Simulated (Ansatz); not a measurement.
BaF₂ in the fluorite structure, relaxed with r2SCAN: it is cubic, Fm-3m (No. 225); a = 6.194 Å in the conventional setting, 19.81 Å³ an atom. Ba is surrounded by 8 F at 2.68 Å; F is surrounded by 4 Ba at 2.68 Å. One-shot G0W0@PBE in the plane-wave code Ansatz on a 4×4×4 mesh (contour deformation, no spin-orbit coupling), from a PBE gap of 6.842 eV over the mesh points (the G0W0 gap is indirect on the mesh); the number N of bands summed and the screening cutoff rise together. Calculated for a static, non-magnetic cell.

```csv
N,cutoff (eV),1000/N,G0W0 gap (eV)
108,80,9.259,9.447
235,140,4.255,9.518
```

**Lay a straight line in 1000/N through these rows.** The slope is -0.0142 eV per unit of 1000/N and the intercept 9.578 eV.

**Predict the gap at N = 422 (210 eV).** 9.578 + (-0.0142) × 2.370 = 9.544 eV; the run gives 9.651 eV, +0.107 eV from the line.

**With that run's result added, what limit do the last two rows suggest?** Their slope is (9.651 − 9.518)/(2.370 − 4.255) = -0.0706, which meets 1/N = 0 at 9.82 eV, against 9.578 eV from the first line. The slope steepens, so 1/N isn't yet asymptotic and the true limit probably lies higher still; the k mesh isn't extrapolated.

Spin-orbit coupling is left out.
